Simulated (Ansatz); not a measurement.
Born–Oppenheimer molecular dynamics of a 24-atom Si cell at 18.82 Å³/atom, computed with Ansatz: Langevin thermostat at 1800 K, 250 steps of 3.0 fs, friction 0.03 1/fs. The run is short and the cell small, so it isn't an equilibrium average.

```yaml
crystal:
  lattice:
    - [7.71905, -0.04436, 0.001374]
    - [-0.04436, 7.782271, 0.26479]
    - [0.001374, 0.26479, 7.527629]
  atoms:
    - { symbol: Si, position: [0.9271196696, 0.82854444, 0.1755476545] }
    - { symbol: Si, position: [0.989377516, 0.5022261006, 0.9578770937] }
    - { symbol: Si, position: [0.1498936833, 0.8016827233, 0.9044761203] }
    - { symbol: Si, position: [0.4232674324, 0.8185114685, 0.1194136063] }
    - { symbol: Si, position: [0.0318163522, 0.6898690194, 0.5874795605] }
    - { symbol: Si, position: [0.2303188797, 0.5468742418, 0.1162916605] }
    - { symbol: Si, position: [0.3209921358, 0.1904258175, 0.7727556419] }
    - { symbol: Si, position: [0.7207212795, 0.2804946993, 0.1681193813] }
    - { symbol: Si, position: [0.2929509483, 0.8838832242, 0.4474319525] }
    - { symbol: Si, position: [0.7559169329, 0.5781727046, 0.5104688485] }
    - { symbol: Si, position: [0.6075168641, 0.5592950316, 0.1708110485] }
    - { symbol: Si, position: [0.9355732191, 0.3655481443, 0.5073184828] }
    - { symbol: Si, position: [0.3505176109, 0.6482315832, 0.6433611921] }
    - { symbol: Si, position: [0.4625997965, 0.4139311371, 0.9064221801] }
    - { symbol: Si, position: [0.2042871053, 0.1356400968, 0.0517544123] }
    - { symbol: Si, position: [0.0230868535, 0.1243927465, 0.8095247809] }
    - { symbol: Si, position: [0.7064037724, 0.5891715843, 0.8441346071] }
    - { symbol: Si, position: [0.2535052281, 0.4197049443, 0.3998422116] }
    - { symbol: Si, position: [0.7599291242, 0.0599347547, 0.9515332228] }
    - { symbol: Si, position: [0.7054949826, 0.0879605405, 0.4464053918] }
    - { symbol: Si, position: [0.4289814454, 0.9117349865, 0.7957946341] }
    - { symbol: Si, position: [0.4445639867, 0.2240867012, 0.2409265665] }
    - { symbol: Si, position: [0.0648105793, 0.0621599906, 0.4271847484] }
    - { symbol: Si, position: [0.5091330103, 0.265019545, 0.5406681951] }
  symmetry: { detect: false }
basis:
  ecutwfc: 420
kpoints:
  mp_grid: { grid: [1, 1, 1], shift: [0.25, 0.25, 0.25] }
hamiltonian:
  xc: pbe
scf:
  occupations: { method: fermi_dirac, width: 0.1551 }
  lower_state_search: "off"
  convergence: { dr2_threshold: 1.0e-06 }
output:
  forces: true
  stress: true
md:
  timestep: 3.0
  n_steps: 250
  ensemble: nvt_langevin
  friction: 0.03
  temperature: 1800.0
  initial_velocities: maxwell_boltzmann
  seed: 93917
```

```bash
ansatz run input.yaml --threads 2 --pin off --max-ram 5120MiB --backend cpu --events-out ev --progress --plain --runs-dir out
```

Computed with DFT PBE, scalar-relativistic, plane waves, PAW (Ansatz).

5 frames, positions in Å (not wrapped into the cell) and forces in eV/Å:

```xyz
24
Lattice="7.719 -0.044 0.001 -0.044 7.782 0.265 0.001 0.265 7.528" Properties=species:S:1:pos:R:3:forces:R:3 pbc="T T T" time_fs=0.0 temperature_K=1725 free_energy_over_first_frame_eV=0.000
Si    7.120    6.453    1.542   -0.530    0.540   -0.010
Si    7.616    4.118    7.345   -0.830   -0.320   -1.120
Si    1.123    6.472    7.021   -0.940   -0.050    0.070
Si    3.231    6.383    1.116   -0.610    0.000    0.780
Si    0.216    5.523    4.605    0.690    0.640    0.470
Si    1.754    4.276    1.021    1.790    0.480   -0.410
Si    2.470    1.672    5.868    0.320    0.520   -1.240
Si    5.551    2.195    1.341    2.080   -0.470   -1.100
Si    2.223    6.984    3.603    0.700   -0.030   -1.230
Si    5.810    4.601    3.997   -2.470    1.500   -0.050
Si    4.665    4.371    1.435    0.240    1.210    0.680
Si    7.206    2.938    3.917    2.090   -2.190    0.350
Si    2.678    5.200    5.015    0.350   -1.200    0.410
Si    3.554    3.441    6.933   -0.550    0.610    0.180
Si    1.571    1.060    0.426   -0.020   -0.880    2.960
Si    0.174    1.181    6.127   -1.050    0.610   -1.840
Si    5.428    4.777    6.511    0.100    0.370   -0.540
Si    1.939    3.361    3.121   -0.390   -0.180    1.100
Si    5.865    0.685    7.180   -0.450   -0.560    0.750
Si    5.442    0.771    3.385    1.470   -1.170   -0.690
Si    3.272    7.287    6.232    1.650   -0.640    0.350
Si    3.422    1.788    1.874   -1.740   -0.560    0.070
Si    0.498    0.594    3.232   -1.470    0.300   -0.720
Si    3.919    2.183    4.141   -0.440    1.470    0.800
24
Lattice="7.719 -0.044 0.001 -0.044 7.782 0.265 0.001 0.265 7.528" Properties=species:S:1:pos:R:3:forces:R:3 pbc="T T T" time_fs=186.0 temperature_K=1808 free_energy_over_first_frame_eV=-0.060
Si    6.719    7.153    1.575   -1.190   -1.160    0.120
Si    8.195    3.714    6.931   -0.310    0.350   -0.620
Si    1.263    6.710    6.070    0.630   -0.480    0.110
Si    2.658    7.111    1.439    1.380   -0.870    0.410
Si   -0.186    5.277    4.688   -1.720   -0.680    1.260
Si    2.433    4.086    0.683   -0.590    2.200    1.020
Si    3.207    1.407    5.577   -0.180   -0.740   -0.930
Si    5.909    1.740    0.828   -0.110    0.730   -1.520
Si    1.533    5.920    3.496    1.640    0.050   -2.020
Si    5.133    4.997    4.416   -0.370    1.000    0.270
Si    4.844    5.200    2.049    0.190    0.390   -1.190
Si    7.461    2.778    4.126   -0.650   -0.140    0.610
Si    2.430    4.514    5.148    0.550   -0.030    0.770
Si    3.696    2.835    7.263    1.560   -0.880    0.410
Si    0.885    0.579    0.577    0.130    0.550    0.580
Si    0.483    1.403    5.878   -0.090    0.160   -0.510
Si    5.866    4.444    7.094   -0.200   -0.390    0.640
Si    1.053    3.073    2.351    1.040   -0.620   -0.960
Si    5.977    0.232    6.388    0.480    1.050    0.730
Si    5.788    0.993    3.003    0.750   -0.590    0.780
Si    3.920    6.697    6.600   -1.130   -0.460    0.040
Si    3.556    1.650    2.469   -0.890   -0.010   -0.190
Si    0.923    0.310    3.397   -0.290    1.520    0.090
Si    5.137    2.745    4.795   -0.650   -0.930    0.100
24
Lattice="7.719 -0.044 0.001 -0.044 7.782 0.265 0.001 0.265 7.528" Properties=species:S:1:pos:R:3:forces:R:3 pbc="T T T" time_fs=375.0 temperature_K=1898 free_energy_over_first_frame_eV=-0.317
Si    6.610    5.885    1.521   -1.490   -0.310   -1.470
Si    8.386    3.431    6.704   -1.660   -0.680   -1.200
Si    1.968    6.078    6.278    0.000    2.030    0.920
Si    3.048    7.318    1.215   -0.130    0.010    0.100
Si   -0.254    5.491    4.684    0.090    0.180    0.510
Si    2.258    4.066    0.504   -0.400    1.320    1.420
Si    3.269    1.185    5.154    0.040   -0.330   -0.180
Si    6.390    1.726    0.740    0.030    0.170   -0.650
Si    0.850    6.491    2.153    2.360    0.150    0.890
Si    5.117    4.886    4.053    0.030   -0.550   -0.920
Si    4.465    5.113    1.525   -0.840    0.020    0.420
Si    7.077    3.041    3.863   -1.010   -0.290   -0.160
Si    2.517    4.350    4.999    0.660   -2.190   -1.120
Si    3.755    2.656    8.294    0.280   -1.000    1.660
Si    0.669    0.529    0.285   -0.470   -0.540    1.780
Si    0.969    1.082    5.674    0.110    0.280   -0.590
Si    6.135    4.440    6.935    1.170    1.240    0.700
Si    1.382    3.413    2.876    1.400    0.060   -0.600
Si    5.659    0.916    5.598    0.580   -0.060   -0.040
Si    5.742    1.016    2.971    0.860    0.330    0.680
Si    4.559    6.432    5.772   -0.340    0.540    1.070
Si    2.891    1.363    2.774   -0.040   -0.060   -0.300
Si    0.541    0.494    3.460   -0.910   -0.040   -0.800
Si    4.523    3.001    6.250   -0.340   -0.290   -2.130
24
Lattice="7.719 -0.044 0.001 -0.044 7.782 0.265 0.001 0.265 7.528" Properties=species:S:1:pos:R:3:forces:R:3 pbc="T T T" time_fs=564.0 temperature_K=2062 free_energy_over_first_frame_eV=-1.616
Si    7.077    6.990    1.088   -0.900   -0.080    0.010
Si    8.095    3.142    6.120   -0.310   -0.120    0.230
Si    1.171    6.161    6.839    0.140    0.810   -0.590
Si    3.018    7.229    1.537    0.670   -0.070    0.340
Si   -0.636    5.485    5.115    1.110   -1.770    0.740
Si    2.333    3.994    0.310   -0.410   -0.430   -0.200
Si    3.571    1.528    5.120   -1.020   -0.580   -0.890
Si    6.120    1.799   -0.170    0.570    0.370   -0.300
Si    0.770    6.385    2.923    1.000   -0.430   -0.020
Si    4.841    5.302    4.757   -1.540   -0.350   -0.500
Si    4.488    4.933    1.416   -0.360   -0.030    0.350
Si    6.887    2.720    3.532    0.650    0.870    0.460
Si    2.246    4.742    4.653   -0.080    0.540   -0.380
Si    3.919    2.316    8.373   -0.750    0.050    0.710
Si    1.217    0.588    0.286    0.400    0.340   -0.640
Si    1.027    0.741    5.308    1.160    0.340    0.230
Si    6.649    4.888    7.867    0.170    0.030   -0.120
Si    1.193    4.015    2.422   -1.360    0.370    0.410
Si    5.590    0.344    5.800   -1.660    0.010    0.920
Si    5.724    1.122    2.151    0.110   -0.650    0.190
Si    3.626    6.311    6.804    0.790    0.310   -0.310
Si    2.288    2.028    2.729    1.010   -0.930    0.430
Si   -0.893   -0.205    3.999    0.430    1.350   -1.000
Si    3.951    3.547    6.205    0.180    0.040   -0.040
24
Lattice="7.719 -0.044 0.001 -0.044 7.782 0.265 0.001 0.265 7.528" Properties=species:S:1:pos:R:3:forces:R:3 pbc="T T T" time_fs=750.0 temperature_K=1918 free_energy_over_first_frame_eV=-0.423
Si    7.244    6.484    1.410   -1.710    1.650   -2.520
Si    8.309    3.158    5.492   -0.970    0.050   -0.220
Si    1.390    6.188    7.080   -0.110    0.530   -0.180
Si    3.045    7.273    1.879   -0.020   -0.110    0.320
Si   -0.931    5.342    5.591   -0.220    0.440   -3.190
Si    2.284    3.890    0.472    0.920   -0.720   -0.330
Si    3.908    1.583    4.271    0.110   -0.670   -0.330
Si    6.971    2.006   -0.234    0.200   -1.300   -0.560
Si    0.784    5.782    2.949    1.290   -0.020    0.590
Si    4.130    5.020    5.477    0.900   -0.220   -0.040
Si    4.250    4.708    1.784    0.630   -0.720    0.040
Si    5.984    3.278    3.553    0.280    0.370   -0.020
Si    1.949    4.850    4.576    1.080   -0.380    1.130
Si    4.854    2.260    8.633   -1.350    1.330   -1.120
Si    1.440    1.005    0.424   -0.070   -0.660   -0.150
Si    1.839    0.383    5.549    0.490    0.560    0.240
Si    6.525    4.610    7.606   -2.250    0.630    1.680
Si    0.156    3.538    1.600    0.750   -0.290    2.740
Si    5.486    0.636    6.068    0.580   -0.030   -0.130
Si    6.118    0.772    2.520    0.500   -1.180    0.770
Si    4.102    6.552    7.318   -0.210    0.200    0.030
Si    1.936    2.044    2.573    0.190   -0.160   -0.080
Si   -0.212   -0.215    4.490   -0.920   -0.360    0.120
Si    3.563    2.721    6.287   -0.120    1.070    1.190
```

Over the second half the temperature averages 1763 K and the pressure (kinetic part included, positive in compression) -0.1 GPa. Mean square displacements at the end: Si 2.63 Å² (from the start of this run, the atoms' common shift taken off).

One k point is coarse for so small a cell, so forces and above all the pressure are rough.

The run took 4.1 min on 2 threads of Intel(R) Xeon(R) 6975P-C (Granite Rapids), with other jobs on the host, peak memory 0.56 GiB.